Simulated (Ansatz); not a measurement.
Input for Ansatz (plane-wave DFT, PAW):

```yaml
crystal:
  lattice:
    - [3.74, 0.0, 0.0]
    - [0.0, 3.74, 0.0]
    - [0.0, 0.0, 3.74]
  atoms:
    - { symbol: Cu, position: [0.0, 0.5, 0.5] }
    - { symbol: Cu, position: [0.5, 0.0, 0.5] }
    - { symbol: Cu, position: [0.5, 0.5, 0.0] }
    - { symbol: Au, position: [0.0, 0.0, 0.0] }
basis:
  ecutwfc: 420
kpoints:
  mp_grid: { grid: [12, 12, 12] }
hamiltonian:
  xc: pbe
scf:
  occupations: { method: gaussian, width: 0.1 }
output:
  forces: true
  stress: true
  eigenvalues: true
relax:
  adjacent_minimum: "off"
  f_tol: 0.005
  max_steps: 80
  cell: { stress_tol: 0.05 }
```

Run as
```bash
ansatz run input.yaml --threads 1 --pin off --max-ram 2560MiB --backend cpu --events-out ev --progress --plain --runs-dir out
```

Method: DFT PBE, scalar-relativistic, plane waves, PAW (Ansatz).

Part of what the program printed, abridged:

```
Pseudopotentials: kind: paw
Pseudopotential: Cu, paw, valence charge 19, recommended cutoff 420 eV (normal)
Pseudopotential: Au, paw, valence charge 19, recommended cutoff 420 eV (normal)
Functional definition: PBE
Crystal: 4 atoms, lattice volume = 52.314 Å³
Basis set: ecut = 420 eV, 1021 PW (Γ), exchange–correlation on 50×50×50 points (8 copies of the dense FFT grid, shifted against one another)
Bands: 46, of which v1, the nominal top of the filled ones, is band 38 counted from 1 (37 counted from 0)
Symmetry: 48 space group operations
Space group: Pm-3m (ITA 221), of the structure as read, at distance tolerance 3.7e-5 Å
k-points: 84 of 1728
Initial density: superposition of atomic densities (neutral atoms: chi_scale 0, normalization atom), corrected by the library's trained network
Initial wavefunctions: pseudopotential atomic-orbital guess
Functional: x = pbe(κ = 0.804, μ = 0.21951497), c = pbe(β = 0.06672455)
SCF iter   1: F=—  HF=-33024.989952 eV  |F-HF|=—  |Δ(HF+E_count)|=         —  Δρ=1.44e-3  dr2=7.53e-4  ethr=1.77e-3  ⟨swp⟩=5.4  Hψ=12516  notcnv=0  defer=78
SCF iter   2: F=—  HF=-33024.990453 eV  |F-HF|=—  |Δ(HF+E_count)|=   5.02e-4  Δρ=7.68e-4  dr2=2.36e-4  ethr=9.91e-7  ⟨swp⟩=2.2  Hψ=7646  notcnv=0  defer=91
SCF iter   3: F=—  HF=-33024.990556 eV  |F-HF|=—  |Δ(HF+E_count)|=   1.03e-4  Δρ=3.81e-4  dr2=8.30e-5  ethr=3.10e-7  ⟨swp⟩=2.0  Hψ=5353  notcnv=0  defer=91
SCF iter   4: F=—  HF=-33024.990531 eV  |F-HF|=—  |Δ(HF+E_count)|=   2.48e-5  Δρ=1.13e-4  dr2=1.01e-5  ethr=1.09e-7  ⟨swp⟩=2.1  Hψ=5120  notcnv=0  defer=91
SCF iter   5: F=—  HF=-33024.990529 eV  |F-HF|=—  |Δ(HF+E_count)|=   2.54e-6  Δρ=3.54e-5  dr2=1.31e-6  ethr=1.33e-8  ⟨swp⟩=2.0  Hψ=4890  notcnv=0  defer=91
SCF iter   6: F=—  HF=-33024.990528 eV  |F-HF|=—  |Δ(HF+E_count)|=   2.41e-7  Δρ=1.48e-5  dr2=1.48e-7  ethr=1.72e-9  ⟨swp⟩=2.2  Hψ=5192  notcnv=0  defer=91
SCF iter   7: F=-33024.990528 eV  HF=-33024.990528 eV  |F-HF|=7.14e-9  |Δ(HF+E_count)|=   8.06e-9  Δρ=4.78e-6  dr2=1.18e-8  ethr=1.32e-10  ⟨swp⟩=8.1  Hψ=15446  notcnv=0
SCF 1 converged in 7 iterations: F = -33024.990528 eV  dr2 = 1.18e-8
relax step   1: F+E_penalty+E_count = -33024.99052835 eV  Δ(F+E_penalty+E_count) = +0.000e0 eV  max|allowed force component| = 4.034e-28 eV/Å  Δτ_max = 0.0000 Å  P = +4.995 GPa  Ω = 52.314 Å³  (7 SCF iters, dr2 threshold 1.00e-7 eV, accepted)
Crystal: 4 atoms, lattice volume = 53.769 Å³
Initial density: handed on by an earlier stage of this run
Initial wavefunctions: those handed on with the density
SCF iter   1: F=—  HF=-33025.019701 eV  |F-HF|=—  |Δ(HF+E_count)|=         —  Δρ=5.84e-3  dr2=1.72e-2  ethr=2.22e-5  ⟨swp⟩=1.9  Hψ=16819  notcnv=0
SCF iter   2: F=—  HF=-33025.016334 eV  |F-HF|=—  |Δ(HF+E_count)|=   3.37e-3  Δρ=2.24e-3  dr2=4.46e-3  ethr=2.22e-5  ⟨swp⟩=2.2  Hψ=5592  notcnv=0
SCF iter   3: F=—  HF=-33025.015251 eV  |F-HF|=—  |Δ(HF+E_count)|=   1.08e-3  Δρ=1.22e-3  dr2=8.90e-4  ethr=5.87e-6  ⟨swp⟩=2.0  Hψ=4845  notcnv=0
SCF iter   4: F=—  HF=-33025.015046 eV  |F-HF|=—  |Δ(HF+E_count)|=   2.05e-4  Δρ=4.31e-4  dr2=1.36e-4  ethr=1.17e-6  ⟨swp⟩=2.1  Hψ=5250  notcnv=0
SCF iter   5: F=—  HF=-33025.014989 eV  |F-HF|=—  |Δ(HF+E_count)|=   5.70e-5  Δρ=1.16e-4  dr2=1.38e-5  ethr=1.79e-7  ⟨swp⟩=2.2  Hψ=5807  notcnv=0
SCF iter   6: F=—  HF=-33025.014988 eV  |F-HF|=—  |Δ(HF+E_count)|=   1.61e-6  Δρ=3.53e-5  dr2=1.16e-6  ethr=1.82e-8  ⟨swp⟩=2.0  Hψ=5118  notcnv=0
SCF iter   7: F=-33025.014987 eV  HF=-33025.014987 eV  |F-HF|=8.37e-8  |Δ(HF+E_count)|=   3.29e-7  Δρ=1.10e-5  dr2=9.99e-8  ethr=5.26e-10  ⟨swp⟩=5.2  Hψ=15980  notcnv=0
SCF 2 converged in 7 iterations: F = -33025.014987 eV  dr2 = 9.99e-8
relax step   2: F+E_penalty+E_count = -33025.01498712 eV  Δ(F+E_penalty+E_count) = -2.446e-2 eV  max|allowed force component| = 9.729e-30 eV/Å  Δτ_max = 0.0000 Å  P = +0.720 GPa  Ω = 53.769 Å³  energy of the carried Pulay correction = -9.523e-4 eV  (7 SCF iters, dr2 threshold 4.00e-7 eV, accepted)
Crystal: 4 atoms, lattice volume = 54.022 Å³
SCF iter   1: F=—  HF=-33025.015580 eV  |F-HF|=—  |Δ(HF+E_count)|=         —  Δρ=9.94e-4  dr2=5.04e-4  ethr=5.45e-7  ⟨swp⟩=2.0  Hψ=15796  notcnv=0
SCF iter   2: F=—  HF=-33025.015486 eV  |F-HF|=—  |Δ(HF+E_count)|=   9.34e-5  Δρ=3.77e-4  dr2=1.31e-4  ethr=5.45e-7  ⟨swp⟩=2.4  Hψ=5504  notcnv=0
SCF iter   3: F=—  HF=-33025.015433 eV  |F-HF|=—  |Δ(HF+E_count)|=   5.33e-5  Δρ=2.02e-4  dr2=2.62e-5  ethr=1.72e-7  ⟨swp⟩=1.8  Hψ=4377  notcnv=0
SCF iter   4: F=—  HF=-33025.015427 eV  |F-HF|=—  |Δ(HF+E_count)|=   5.97e-6  Δρ=7.46e-5  dr2=4.17e-6  ethr=3.45e-8  ⟨swp⟩=2.2  Hψ=5368  notcnv=0
SCF iter   5: F=-33025.015426 eV  HF=-33025.015426 eV  |F-HF|=2.82e-7  |Δ(HF+E_count)|=   9.26e-7  Δρ=1.84e-5  dr2=3.69e-7  ethr=5.49e-9  ⟨swp⟩=2.1  Hψ=5616  notcnv=0
SCF iter   6: F=-33025.015426 eV  HF=-33025.015426 eV  |F-HF|=2.24e-8  |Δ(HF+E_count)|=   3.88e-8  Δρ=5.71e-6  dr2=2.93e-8  ethr=4.85e-10  ⟨swp⟩=2.8  Hψ=12881  notcnv=0
SCF 3 converged in 6 iterations: F = -33025.015426 eV  dr2 = 2.93e-8
relax step   3: F+E_penalty+E_count = -33025.01542587 eV  Δ(F+E_penalty+E_count) = -4.388e-4 eV  max|allowed force component| = 6.942e-29 eV/Å  Δτ_max = 0.0000 Å  P = +0.046 GPa  Ω = 54.022 Å³  energy of the carried Pulay correction = -1.115e-3 eV  (6 SCF iters, dr2 threshold 4.00e-7 eV, accepted)
Basis set: ecut = 420 eV, 1021 PW (Γ), exchange–correlation on 54×54×54 points (8 copies of the dense FFT grid, shifted against one another)
Initial wavefunctions: pseudopotential atomic-orbital guess (no wavefunctions were taken with the density)
SCF iter   1: F=—  HF=-33025.016126 eV  |F-HF|=—  |Δ(HF+E_count)|=         —  Δρ=4.42e-4  dr2=2.65e-6  ethr=9.54e-9  ⟨swp⟩=3.7  Hψ=24025  notcnv=0
SCF iter   2: F=—  HF=-33025.016342 eV  |F-HF|=—  |Δ(HF+E_count)|=   2.16e-4  Δρ=2.28e-4  dr2=1.30e-6  ethr=3.48e-9  ⟨swp⟩=2.4  Hψ=5926  notcnv=0
SCF iter   3: F=—  HF=-33025.016419 eV  |F-HF|=—  |Δ(HF+E_count)|=   7.68e-5  Δρ=3.94e-5  dr2=5.03e-8  ethr=1.71e-9  ⟨swp⟩=2.1  Hψ=5773  notcnv=0
SCF iter   4: F=—  HF=-33025.016421 eV  |F-HF|=—  |Δ(HF+E_count)|=   1.94e-6  Δρ=4.52e-6  dr2=5.50e-9  ethr=6.62e-11  ⟨swp⟩=2.0  Hψ=7062  notcnv=0
SCF iter   5: F=—  HF=-33025.016421 eV  |F-HF|=—  |Δ(HF+E_count)|=   1.97e-8  Δρ=1.79e-6  dr2=9.94e-10  ethr=7.24e-12  ⟨swp⟩=2.0  Hψ=5664  notcnv=0
SCF iter   6: F=—  HF=-33025.016421 eV  |F-HF|=—  |Δ(HF+E_count)|=   1.30e-9  Δρ=3.86e-7  dr2=1.63e-10  ethr=1.31e-12  ⟨swp⟩=1.9  Hψ=5525  notcnv=0
SCF iter   7: F=—  HF=-33025.016421 eV  |F-HF|=—  |Δ(HF+E_count)|=  1.46e-11  Δρ=1.75e-7  dr2=4.22e-11  ethr=1.00e-12  ⟨swp⟩=4.1  Hψ=12445  notcnv=0
SCF iter   8: F=-33025.016421 eV  HF=-33025.016421 eV  |F-HF|=0.00e0  |Δ(HF+E_count)|=  1.46e-11  Δρ=3.77e-8  dr2=6.62e-13  ethr=1.00e-12  ⟨swp⟩=3.8  Hψ=11062  notcnv=0
SCF 4 converged in 8 iterations: F = -33025.016421 eV  dr2 = 6.62e-13
SCF converged after 8 iterations
Free energy (F): -33025.016421 eV
Harris-Foulkes:  -33025.016421 eV  (|F-HF|=0.00e0)
Internal energy: -33025.011801 eV  (E = F + TS)
E sigma→0 (E₀):  -33025.014111 eV
Entropy (-TS):   -0.004619 eV (-1.155 meV/atom)
Fermi energy:    17.501157 eV
--- Per-component energies (eV) ---
  E_band       = -1302.536499
  E_kinetic    = 1503.022362
  E_local      = -14237.909292  (includes V_loc(G=0)·N_el)
  E_nonlocal   = 1250.910328
  E_hartree    = 6266.253346
  E_xc         = -495.687417
  E_vxc        = -620.643219  (∫ρ·V_xc dr)
  E_paw        = -14702.285022  (= ΣΔE_a)
  E_vpaw       = -1730.425626  (= ΣTr[D̂ρ^β])
  E_aug_tail   = 0.002163  (compensation charges beyond the density's cutoff)
  E_ewald      = -12609.318269
  E_smearing   = -0.004619  (= −TS)
--- Forces (eV/Å), atoms counted from 1 ---
  atom   1  Cu     0.00000000     0.00000000     0.00000000
  atom   2  Cu     0.00000000     0.00000000     0.00000000
  atom   3  Cu     0.00000000     0.00000000     0.00000000
  atom   4  Au     0.00000000     0.00000000     0.00000000
--- Stress (GPa, compression-positive) ---
        0.019939       0.000000       0.000000
        0.000000       0.019939       0.000000
        0.000000       0.000000       0.019939
  P = ⅓ Tr σ = 0.0199 GPa (0.199 kbar)
--- Band table (eV; the first three rows and the last of 84) ---
  k-point 0: bands = ["-94.8916", "-94.8845", "-94.8845", "-88.4841", "-52.2897", "-52.2897", "-52.2897", "-52.2655", "-52.2655", "-52.2655", "-52.2464", "-52.2464", "-52.2464", "-39.9043", "-39.9043", "-39.9043", "7.9997", "11.2461", "11.2461", "12.0473", "12.0473", "12.0473", "13.0499", "14.4420", "14.4420", "14.4420", "15.2659", "15.2659", "15.8439", "15.8709", "15.8709", "15.9862", "15.9862", "15.9862", "16.1050", "16.1050", "16.1050", "18.7277", "18.7277", "18.7277", "23.2933", "24.7539", "24.7539", "28.3202", "28.3202", "28.3202"]
  k-point 1: bands = ["-94.8915", "-94.8846", "-94.8845", "-88.4841", "-52.2893", "-52.2893", "-52.2890", "-52.2656", "-52.2656", "-52.2655", "-52.2472", "-52.2467", "-52.2467", "-39.9045", "-39.9043", "-39.9043", "8.0821", "11.2767", "11.2852", "12.0637", "12.0664", "12.0664", "13.0696", "14.4205", "14.4577", "14.4577", "15.2383", "15.2755", "15.8205", "15.8367", "15.8534", "15.8692", "15.8692", "15.9863", "16.0097", "16.0097", "16.1049", "18.2269", "18.9827", "18.9827", "23.5278", "24.7279", "25.1802", "28.1718", "28.2630", "28.2630"]
  k-point 2: bands = ["-94.8912", "-94.8850", "-94.8846", "-88.4841", "-52.2881", "-52.2881", "-52.2869", "-52.2659", "-52.2659", "-52.2656", "-52.2493", "-52.2476", "-52.2476", "-39.9053", "-39.9043", "-39.9043", "8.3255", "11.3631", "11.3902", "12.1102", "12.1222", "12.1222", "13.1247", "14.3603", "14.5019", "14.5019", "15.1546", "15.3037", "15.5013", "15.5013", "15.7372", "15.7376", "15.8199", "15.8873", "15.8873", "15.9864", "16.1046", "17.1649", "19.6111", "19.6111", "23.8011", "24.6531", "26.4454", "27.8217", "27.8375", "27.8375"]
  k-point 83: bands = ["-94.8869", "-94.8869", "-94.8869", "-88.4840", "-52.3006", "-52.2868", "-52.2868", "-52.2868", "-52.2506", "-52.2506", "-52.2506", "-52.2473", "-52.2473", "-39.9069", "-39.9069", "-39.9069", "11.1767", "11.1767", "11.1767", "12.2945", "13.1355", "13.1355", "14.3711", "14.3711", "14.3711", "14.6545", "14.6545", "14.6545", "15.8635", "15.8635", "15.8635", "15.8722", "15.8722", "15.9041", "15.9041", "15.9041", "16.4429", "16.4691", "16.4691", "16.4691", "19.8401", "21.4397", "21.4397", "21.4397", "35.5247", "35.5247"]
--- Relaxed structure (3 steps of the walk, 3 accepted, 1 SCFs on fresh bases) ---
  F+E_penalty+E_count = -33025.01642053 eV   max|allowed force component| = 6.837e-29 eV/Å   (the final SCF, on the basis selected at the relaxed cell)
  cell:  # Å, volume = 54.0220 Å³
    - [3.78027736, 0.0, 0.0]
    - [0.0, 3.78027736, 0.0]
    - [0.0, 0.0, 3.78027736]
  atoms:
    - { symbol: Cu, position: [0.0, 0.49999999, 0.49999999] }
    - { symbol: Cu, position: [0.49999999, 0.0, 0.49999999] }
    - { symbol: Cu, position: [0.49999999, 0.49999999, 0.0] }
    - { symbol: Au, position: [0.0, 0.0, 0.0] }
```

The relaxation met its thresholds.

Time: 50 s on 1 thread of Arm Neoverse V1, with other jobs on the host, peak memory 0.44 GiB.

Spin–orbit coupling is left out, which can shift energies with elements as heavy as these.